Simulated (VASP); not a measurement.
A VASP 6.6.1 single-point calculation on CuI

INCAR

```
LCHARG = .FALSE.
ENCUT = 520
SIGMA = 0.02
GGA = PE
NELM = 67
LREAL = .FALSE.
NSW = 0
NBANDS = 21
LWAVE = .FALSE.
ISIF = 2
ISMEAR = -1
EDIFF = 1E-7
IBRION = -1
PREC = High
LASPH = .TRUE.
```

KPOINTS

```
KPOINTS created by Atomic Simulation Environment
0
Monkhorst-Pack
8 8 8
0 0 0
```

POSCAR

```
Cu I
 1.0000000000000000
     0.0000000000000000    3.0659442652000002    3.0120289470000001
     3.0659442652000002    0.0000000000000000    3.0120289470000001
     3.0659442652000002    3.0659442652000002    0.0000000000000000
 Cu  I
   1   1
Cartesian
  0.0000000000000000  0.0000000000000000  0.0000000000000000
  1.5329721326000001  1.5329721326000001  1.5060144735000001
```

The recommended PBE PAW datasets give the neutral cell 18 valence electrons.

Command

```
mpirun -np 1 vasp_std
```

OSZICAR

```
N       E                     dE             d eps       ncg     rms          rms(c)
DAV:   1     0.112527357097E+03    0.11253E+03   -0.74216E+03  6160   0.911E+02
DAV:   2     0.467598331207E+01   -0.10785E+03   -0.95196E+02  6284   0.208E+02
DAV:   3    -0.545606919709E+01   -0.10132E+02   -0.99031E+01  7473   0.654E+01
DAV:   4    -0.576103946815E+01   -0.30497E+00   -0.30447E+00  7818   0.986E+00
DAV:   5    -0.577007201509E+01   -0.90325E-02   -0.90318E-02  8658   0.182E+00    0.513E+00
DAV:   6    -0.569984384926E+01    0.70228E-01   -0.18715E+00  7218   0.323E+01    0.333E+00
DAV:   7    -0.556297983129E+01    0.13686E+00   -0.47207E-01  7178   0.196E+01    0.166E+00
DAV:   8    -0.556325508869E+01   -0.27526E-03   -0.22247E-02  9614   0.158E+00    0.348E-01
DAV:   9    -0.556172288599E+01    0.15322E-02   -0.48883E-03  7479   0.176E+00    0.101E-01
DAV:  10    -0.556188917494E+01   -0.16629E-03   -0.34930E-04  6883   0.117E-01    0.262E-02
DAV:  11    -0.556189598311E+01   -0.68082E-05   -0.55212E-05  8106   0.176E-01    0.156E-02
DAV:  12    -0.556189896748E+01   -0.29844E-05   -0.10444E-05  7925   0.301E-02    0.497E-03
DAV:  13    -0.556189868229E+01    0.28519E-06   -0.20311E-06  8593   0.344E-02    0.113E-03
DAV:  14    -0.556189869283E+01   -0.10541E-07   -0.25044E-07  7488   0.522E-03
   1 F= -.55618987E+01 E0= -.55618987E+01  d E =-.342334E-10
```

From OUTCAR

```
k-points           NKPTS =    144   k-points in BZ     NKDIM =    144   number of bands    NBANDS=     21

   NELECT =      18.0000    total number of electrons

   dimension x,y,z NGX =    32 NGY =   32 NGZ =   32
   dimension x,y,z NGXF=    48 NGYF=   48 NGZF=   48

  energy-cutoff  :      520.00
  volume of cell :       56.63
      direct lattice vectors                 reciprocal lattice vectors
     0.000000000  3.065944265  3.012028947    -0.163081895  0.163081895  0.166001061
     3.065944265  0.000000000  3.012028947     0.163081895 -0.163081895  0.166001061
     3.065944265  3.065944265  0.000000000     0.163081895  0.163081895 -0.166001061

 k-points in reciprocal lattice and weights: KPOINTS created by Atomic Simulation Env
   0.06250000  0.06250000  0.06250000       0.004
   0.18750000  0.06250000  0.06250000       0.008
   0.31250000  0.06250000  0.06250000       0.008
   0.43750000  0.06250000  0.06250000       0.008
  -0.43750000  0.06250000  0.06250000       0.008
  -0.31250000  0.06250000  0.06250000       0.008
  -0.18750000  0.06250000  0.06250000       0.008
  -0.06250000  0.06250000  0.06250000       0.008
   ...

 E-fermi :   4.6110

 k-point     1 :       0.0625    0.0625    0.0625
  band No.  band energies     occupation
      1      -9.6511      2.00000
      2       0.6134      2.00000
      3       0.6852      2.00000
      4       0.7012      2.00000
      5       2.4633      2.00000
      6       2.4769      2.00000
      7       4.0352      2.00000
      8       4.2174      2.00000
      9       4.2370      2.00000
     10       5.6100      0.00000
     11       9.0914      0.00000
     12       9.1971      0.00000
     13       9.2168      0.00000
     14      12.6466      0.00000
     15      13.4380      0.00000
     16      13.6497      0.00000
     17      14.9216      0.00000
     18      15.3679      0.00000
     19      15.6198      0.00000
     20      18.3574      0.00000
     21      24.6508      0.00000

 k-point     2 :       0.1875    0.0625    0.0625
  band No.  band energies     occupation
      1      -9.5602      2.00000
      2       0.2592      2.00000
      3       0.6599      2.00000
      4       0.7160      2.00000
      5       2.4544      2.00000
      6       2.4730      2.00000
      7       3.5117      2.00000
      8       3.9380      2.00000
      9       4.1579      2.00000
     10       6.3147      0.00000
     11       8.9197      0.00000
     12       9.3800      0.00000
     13       9.6669      0.00000
     14      12.7218      0.00000
     15      13.1589      0.00000
     16      13.6196      0.00000
     17      14.9310      0.00000
     18      15.9830      0.00000
     19      17.1612      0.00000
     20      19.8015      0.00000
     21      22.2940      0.00000

 ...

  Total       -0.1363782     -0.1363782     -0.0297657      0.0000000      0.0000000      0.0000000
  in kB       -3.8586711     -3.8586711     -0.8421888      0.0000000      0.0000000      0.0000000
  external PRESSURE =      -2.8531770 kB  Pullay stress =       0.0000000 kB

 POSITION                                       TOTAL-FORCE (eV/Angst)
 -----------------------------------------------------------------------------------
      0.00000      0.00000      0.00000         0.000000     -0.000000     -0.000000
      1.53297      1.53297      1.50601        -0.000000      0.000000      0.000000
 -----------------------------------------------------------------------------------
    total drift:                               -0.000008     -0.000008     -0.000006

  FREE ENERGIE OF THE ION-ELECTRON SYSTEM (eV)
  ---------------------------------------------------
  free  energy   TOTEN  =        -5.5618986928 eV

  energy  without entropy=       -5.5618986928  energy(sigma->0) =       -5.56189869
```

It converged. Results: gap between bands v and c on the k mesh 1.37 eV; least direct gap on the k mesh 1.37 eV; pressure -0.3 GPa. Band v is the last that the valence electrons fill when counted band by band, and c is the next.

The shifted mesh misses Γ, so a band edge there is missed.

For comparison, a separate PBE run of the intended cell, on usual settings and not on those above, gives a gap of 1.08 eV on its mesh and a pressure of -0.3 GPa.

The run above took about 2.7 min on one core of a shared host (Intel Xeon Platinum 8488C) and held 0.26 GiB at most.
